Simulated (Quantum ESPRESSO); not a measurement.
# CaF2 (Fluorite) (Fm-3m) in Quantum ESPRESSO: notebook

One crystal, CaF2 (Fluorite), is run at these levels: PBEsol; tasks: single point, equation of state.

Everything below comes from runs of Quantum ESPRESSO 7.5. Logs are shortened: lines on timing, memory, paths and dates and some standing lists are left out, and cuts for length are marked.

### Step 1. Starting point

Symmetry: Fm-3m, No. 225, cubic system. Conventional cell: a = 5.462 Å, b = 5.462 Å, c = 5.462 Å, α = 90.00°, β = 90.00°, γ = 90.00°. Around Ca (site symmetry m-3m) lie 8 F at 2.37 Å. F (site symmetry -43m) is surrounded by 4 Ca at 2.37 Å.

### Step 2. Single point, PBEsol, 12.76 Å³/atom

pw.in reads:

```
&CONTROL
  calculation = 'scf'
  prefix = 'pwscf'
  outdir = './tmp'
  pseudo_dir = './pseudo'
  tprnfor = .true.
  tstress = .true.
  disk_io = 'nowf'
/
&SYSTEM
  ibrav = 0
  nat = 3
  ntyp = 2
  ecutwfc = 84
  nbnd = 19
  occupations = 'smearing'
  smearing = 'fd'
  degauss = 0.00367493
/
&ELECTRONS
  conv_thr = 6d-10
  electron_maxstep = 120
  mixing_beta = 0.5
/
ATOMIC_SPECIES
Ca    40.0780 Ca.upf
F     18.9984 F.upf
CELL_PARAMETERS angstrom
   0.0000000000    2.6752496629    2.6752496629
   2.6752496629    0.0000000000    2.6752496629
   2.6752496629    2.6752496629    0.0000000000
ATOMIC_POSITIONS crystal
Ca     0.0000000000    0.0000000000    0.0000000000
F      0.7500000000    0.7500000000    0.7500000000
F      0.2500000000    0.2500000000    0.2500000000
K_POINTS automatic
8 8 8 0 0 0
```

Potentials or basis: PseudoDojo 0.4.1 SR PBEsol standard.

On the command line:

```console
$ OMP_NUM_THREADS=1 pw.x -in pw.in > pw.out
```

pw.out:

```text
This program is part of the open-source Quantum ESPRESSO suite
     for quantum simulation of materials; please cite
[... 9 lines left out ...]
     --------------------
     sticks:   dense  smooth     PW     G-vecs:    dense   smooth      PW
     Sum        1177    1177    349                26813    26813    4285

     Using Slab Decomposition

     bravais-lattice index     =            0
     lattice parameter (alat)  =       7.1495  a.u.
     unit-cell volume          =     258.4161 (a.u.)^3
     number of atoms/cell      =            3
     number of atomic types    =            2
     number of electrons       =        24.00
     number of Kohn-Sham states=           19
     kinetic-energy cutoff     =      84.0000  Ry
     charge density cutoff     =     336.0000  Ry
     scf convergence threshold =      6.0E-10
     mixing beta               =       0.5000
     number of iterations used =            8  plain     mixing
     Exchange-correlation= PBESOL
                           (   1   4  10   8   0   0   0)

     celldm(1)=   7.149541  celldm(2)=   0.000000  celldm(3)=   0.000000
     celldm(4)=   0.000000  celldm(5)=   0.000000  celldm(6)=   0.000000

     crystal axes: (cart. coord. in units of alat)
               a(1) = (   0.000000   0.707107   0.707107 )
               a(2) = (   0.707107   0.000000   0.707107 )
               a(3) = (   0.707107   0.707107   0.000000 )

     reciprocal axes: (cart. coord. in units 2 pi/alat)
               b(1) = ( -0.707107  0.707107  0.707107 )
               b(2) = (  0.707107 -0.707107  0.707107 )
               b(3) = (  0.707107  0.707107 -0.707107 )

     PseudoPot. # 1 for Ca read from file:
     Ca.upf
     Pseudo is Norm-conserving + core correction, Zval = 10.0
     Generated using ONCVPSP code by D. R. Hamann
     Using radial grid of 1746 points,  6 beta functions with:
                l(1) =   0
                l(2) =   0
                l(3) =   1
                l(4) =   1
                l(5) =   2
                l(6) =   2

     PseudoPot. # 2 for F  read from file:
     F.upf
     Pseudo is Norm-conserving + core correction, Zval =  7.0
     Generated using ONCVPSP code by D. R. Hamann
     Using radial grid of  832 points,  5 beta functions with:
                l(1) =   0
                l(2) =   0
                l(3) =   1
                l(4) =   1
                l(5) =   2

     atomic species   valence    mass     pseudopotential
     Ca               10.00    40.07800     Ca( 1.00)
     F                 7.00    18.99840     F ( 1.00)

     48 Sym. Ops., with inversion, found

   Cartesian axes

     site n.     atom                  positions (alat units)
         1        Ca     tau(   1) = (   0.0000000   0.0000000   0.0000000  )
         2        F      tau(   2) = (   1.0606602   1.0606602   1.0606602  )
         3        F      tau(   3) = (   0.3535534   0.3535534   0.3535534  )

     number of k points=    29  Fermi-Dirac smearing, width (Ry)=  0.0037
                       cart. coord. in units 2pi/alat
        k(    1) = (   0.0000000   0.0000000   0.0000000), wk =   0.0039062
        k(    2) = (   0.0883883   0.0883883  -0.0883883), wk =   0.0312500
        k(    3) = (   0.1767767   0.1767767  -0.1767767), wk =   0.0312500
        k(    4) = (   0.2651650   0.2651650  -0.2651650), wk =   0.0312500
        k(    5) = (  -0.3535534  -0.3535534   0.3535534), wk =   0.0156250
        k(    6) = (   0.1767767   0.0000000   0.0000000), wk =   0.0234375
[... 21 lines left out ...]
        k(   28) = (  -0.7071068   0.1767767  -0.0000000), wk =   0.0468750
        k(   29) = (  -0.7071068   0.3535534   0.0000000), wk =   0.0234375

     Dense  grid:    26813 G-vectors     FFT dimensions: (  45,  45,  45)

     Initial potential from superposition of free atoms

     starting charge      23.9953, renormalised to      24.0000
     Starting wfcs are   13 randomized atomic wfcs +    6 random wfcs

     Self-consistent Calculation

     iteration #  1     ecut=    84.00 Ry     beta= 0.50
     Davidson diagonalization with overlap
     ethr =  1.00E-02,  avg # of iterations =  7.5

     total energy              =    -175.96858565 Ry
     estimated scf accuracy    <       0.27996718 Ry

     iteration #  2     ecut=    84.00 Ry     beta= 0.50
     Davidson diagonalization with overlap
     ethr =  1.17E-03,  avg # of iterations =  2.6
[... 50 lines left out ...]
     total energy              =    -176.05197650 Ry
     estimated scf accuracy    <          1.0E-09 Ry

     iteration # 10     ecut=    84.00 Ry     beta= 0.50
     Davidson diagonalization with overlap
     ethr =  4.36E-12,  avg # of iterations =  2.0

     End of self-consistent calculation

          k = 0.0000 0.0000 0.0000 (  3383 PWs)   bands (ev):

   -31.6199 -15.9961 -15.1089 -12.6371 -12.6371 -12.6371   1.5729   1.5729
     1.5729   3.6377   3.6377   3.6377  11.4140  13.2825  13.2825  15.6316
    15.6316  15.6316  21.2035

          k = 0.0884 0.0884-0.0884 (  3374 PWs)   bands (ev):

   -31.6128 -16.0449 -15.1565 -12.6454 -12.6454 -12.5576   1.6516   1.6516
     1.7225   3.4413   3.5593   3.5593  11.8272  13.3226  13.3226  15.4656
    15.5839  15.5839  20.5055
[... 103 lines left out ...]
          k = 0.0000-0.5303 0.5303 (  3352 PWs)   bands (ev):

   -31.5564 -16.1879 -15.7722 -12.7508 -12.5120 -12.0455   1.2559   2.0502
     2.3062   3.1885   3.4370   3.7959  12.3903  13.9668  14.0225  14.6362
    15.2075  18.3600  19.1145

          k =-0.7071 0.0000 0.0000 (  3338 PWs)   bands (ev):

   -31.5550 -16.4002 -15.4728 -12.7783 -12.7783 -11.8444   0.9516   2.1608
     2.1608   3.5003   3.5003   3.9039  12.1147  13.7629  14.3286  15.1977
    15.1977  17.7155  19.2601

          k = 0.3536 0.1768 0.0000 (  3369 PWs)   bands (ev):

   -31.5827 -16.1877 -15.4186 -12.6952 -12.6198 -12.2557   1.7530   2.0248
     2.2382   2.6770   3.3102   3.6579  12.7900  13.6086  13.8968  14.7795
    15.3828  15.5823  19.8215
[... 25 lines left out ...]
          k = 0.0000-0.3536 0.5303 (  3344 PWs)   bands (ev):

   -31.5597 -16.0357 -15.9120 -12.7464 -12.2972 -12.2660   1.5841   1.7649
     2.7143   2.7408   3.4356   3.6877  12.5768  13.8158  14.2351  14.3657
    15.2437  17.4362  19.7086

          k =-0.7071 0.1768-0.0000 (  3350 PWs)   bands (ev):

   -31.5550 -16.2915 -15.6478 -12.7803 -12.6011 -11.9527   1.1168   1.9771
     2.3376   3.2824   3.5391   3.8612  12.2714  13.8670  14.1611  14.7702
    15.2100  18.5552  18.9857

          k =-0.7071 0.3536 0.0000 (  3380 PWs)   bands (ev):

   -31.5550 -16.0000 -16.0000 -12.7822 -12.2451 -12.2451   1.4626   1.6129
     2.7896   2.7896   3.5923   3.8040  12.4661  13.9501  14.2020  14.2020
    15.2224  18.7247  20.1428

     the Fermi energy is     8.2477 ev

!    total energy              =    -176.05197650 Ry
     estimated scf accuracy    <          5.8E-11 Ry
     smearing contrib. (-TS)   =       0.00000000 Ry
     internal energy E=F+TS    =    -176.05197650 Ry

     The total energy is F=E-TS. E is the sum of the following terms:
     one-electron contribution =     -60.30301884 Ry
     hartree contribution      =      43.29303897 Ry
     xc contribution           =     -36.48821980 Ry
     ewald contribution        =    -122.55377684 Ry

     convergence has been achieved in  10 iterations

     Forces acting on atoms (cartesian axes, Ry/au):

     atom    1 type  1   force =    -0.00000000    0.00000000    0.00000000
     atom    2 type  2   force =    -0.00000000    0.00000000   -0.00000000
     atom    3 type  2   force =     0.00000000   -0.00000000    0.00000000

     Total force =     0.000000     Total SCF correction =     0.000000

     Computing stress (Cartesian axis) and pressure

          total   stress  (Ry/bohr**3)                   (kbar)     P=       33.50
   0.00022776   0.00000000  -0.00000000           33.50        0.00       -0.00
   0.00000000   0.00022776  -0.00000000            0.00       33.50       -0.00
  -0.00000000  -0.00000000   0.00022776           -0.00       -0.00       33.50

=------------------------------------------------------------------------------=
   JOB DONE.
=------------------------------------------------------------------------------=
```

It took 37 s on 1 thread of Arm Neoverse V1, shared host; peak memory 0.08 GiB.

What came out:

```
Free energy            : -2395.3092 eV
Pressure               : 3.4 GPa
Band gap on the k mesh : 7.51 eV, indirect (least direct gap 7.78 eV)
```

### Step 3. Single point, PBEsol, 13.04 Å³/atom

pw.in: that of step 2 with these lines changed.

```diff
@@ -28,5 +28,5 @@
 CELL_PARAMETERS angstrom
-   0.0000000000    2.6752496629    2.6752496629
-   2.6752496629    0.0000000000    2.6752496629
-   2.6752496629    2.6752496629    0.0000000000
+   0.0000000000    2.6940900700    2.6940900700
+   2.6940900700    0.0000000000    2.6940900700
+   2.6940900700    2.6940900700    0.0000000000
 ATOMIC_POSITIONS crystal
```

Potentials or basis: PseudoDojo 0.4.1 SR PBEsol standard.

On the command line:

```console
$ OMP_NUM_THREADS=1 pw.x -in pw.in > pw.out
```

Wall time 34 s (1 thread of Arm Neoverse V1, shared host); peak memory 0.08 GiB.

It converged, with:

```
Free energy            : -2395.3210 eV
Pressure               : 1.3 GPa
Band gap on the k mesh : 7.38 eV, indirect (least direct gap 7.65 eV)
```

### Step 4. Single point, PBEsol, 13.31 Å³/atom

pw.in: that of step 3 with these lines changed.

```diff
@@ -28,5 +28,5 @@
 CELL_PARAMETERS angstrom
-   0.0000000000    2.6940900700    2.6940900700
-   2.6940900700    0.0000000000    2.6940900700
-   2.6940900700    2.6940900700    0.0000000000
+   0.0000000000    2.7126705887    2.7126705887
+   2.7126705887    0.0000000000    2.7126705887
+   2.7126705887    2.7126705887    0.0000000000
 ATOMIC_POSITIONS crystal
```

On the command line:

```console
$ OMP_NUM_THREADS=1 pw.x -in pw.in > pw.out
```

Wall time 34 s (1 thread of Arm Neoverse V1, shared host); peak memory 0.08 GiB.

The run converged. Its results:

```
Free energy            : -2395.3230 eV
Pressure               : -0.5 GPa
Band gap on the k mesh : 7.26 eV, indirect (least direct gap 7.52 eV)
```

### Step 5. Single point, PBEsol, 13.58 Å³/atom

pw.in: that of step 4 with these lines changed.

```diff
@@ -28,5 +28,5 @@
 CELL_PARAMETERS angstrom
-   0.0000000000    2.7126705887    2.7126705887
-   2.7126705887    0.0000000000    2.7126705887
-   2.7126705887    2.7126705887    0.0000000000
+   0.0000000000    2.7310000000    2.7310000000
+   2.7310000000    0.0000000000    2.7310000000
+   2.7310000000    2.7310000000    0.0000000000
 ATOMIC_POSITIONS crystal
```

On the command line:

```console
$ OMP_NUM_THREADS=1 pw.x -in pw.in > pw.out
```

Wall time 35 s (1 thread of Arm Neoverse V1, shared host); peak memory 0.08 GiB.

It converged, with:

```
Free energy            : -2395.3161 eV
Pressure               : -2.2 GPa
Band gap on the k mesh : 7.14 eV, indirect (least direct gap 7.40 eV)
```

### Step 6. Single point, PBEsol, 13.85 Å³/atom

pw.in: that of step 5 with these lines changed.

```diff
@@ -28,5 +28,5 @@
 CELL_PARAMETERS angstrom
-   0.0000000000    2.7310000000    2.7310000000
-   2.7310000000    0.0000000000    2.7310000000
-   2.7310000000    2.7310000000    0.0000000000
+   0.0000000000    2.7490866198    2.7490866198
+   2.7490866198    0.0000000000    2.7490866198
+   2.7490866198    2.7490866198    0.0000000000
 ATOMIC_POSITIONS crystal
```

Potentials or basis: PseudoDojo 0.4.1 SR PBEsol standard.

On the command line:

```console
$ OMP_NUM_THREADS=1 pw.x -in pw.in > pw.out
```

Run time: 35 s. Hardware: 1 thread of Arm Neoverse V1, shared host; peak memory 0.08 GiB.

It converged, with:

```yaml
Free_energy: -2395.3015 eV
Pressure: -3.6 GPa
Band_gap_on_the_k_mesh: 7.03 eV, indirect (least direct gap 7.28 eV)
```

### Step 7. Single point, PBEsol, 14.12 Å³/atom

pw.in: that of step 6 with these lines changed.

```diff
@@ -28,5 +28,5 @@
 CELL_PARAMETERS angstrom
-   0.0000000000    2.7490866198    2.7490866198
-   2.7490866198    0.0000000000    2.7490866198
-   2.7490866198    2.7490866198    0.0000000000
+   0.0000000000    2.7669383318    2.7669383318
+   2.7669383318    0.0000000000    2.7669383318
+   2.7669383318    2.7669383318    0.0000000000
 ATOMIC_POSITIONS crystal
```

On the command line:

```console
$ OMP_NUM_THREADS=1 pw.x -in pw.in > pw.out
```

Run time: 39 s. Hardware: 1 thread of Arm Neoverse V1, shared host; peak memory 0.09 GiB.

Results (log left out):

```yaml
Free_energy: -2395.2799 eV
Pressure: -4.9 GPa
Band_gap_on_the_k_mesh: 6.92 eV, indirect (least direct gap 7.17 eV)
```

### Step 8. Single point, PBEsol, 14.39 Å³/atom

pw.in: that of step 7 with these lines changed.

```diff
@@ -28,5 +28,5 @@
 CELL_PARAMETERS angstrom
-   0.0000000000    2.7669383318    2.7669383318
-   2.7669383318    0.0000000000    2.7669383318
-   2.7669383318    2.7669383318    0.0000000000
+   0.0000000000    2.7845626180    2.7845626180
+   2.7845626180    0.0000000000    2.7845626180
+   2.7845626180    2.7845626180    0.0000000000
 ATOMIC_POSITIONS crystal
```

On the command line:

```console
$ OMP_NUM_THREADS=1 pw.x -in pw.in > pw.out
```

It took 39 s on 1 thread of Arm Neoverse V1, shared host; peak memory 0.09 GiB.

It converged, with:

```yaml
Free_energy: -2395.2520 eV
Pressure: -6.1 GPa
Band_gap_on_the_k_mesh: 6.81 eV, indirect (least direct gap 7.06 eV)
```

### Step 9. Equation of state, PBEsol

Potentials or basis: PseudoDojo 0.4.1 SR PBEsol standard.

No new run: the results of the series are fitted here.

Results:

| Quantity | Value |
| --- | --- |
| Equilibrium volume | 13.23 Å³/atom |
| Bulk modulus | 87 GPa |
| Pressure derivative of the bulk modulus | 4.5 |

Energy against volume, from the lowest point:
```tsv
volume (Å³/atom)	energy (meV/atom)
12.764	4.60
13.036	0.66
13.308	0.00
13.579	2.27
13.851	7.15
14.122	14.37
14.394	23.66
```
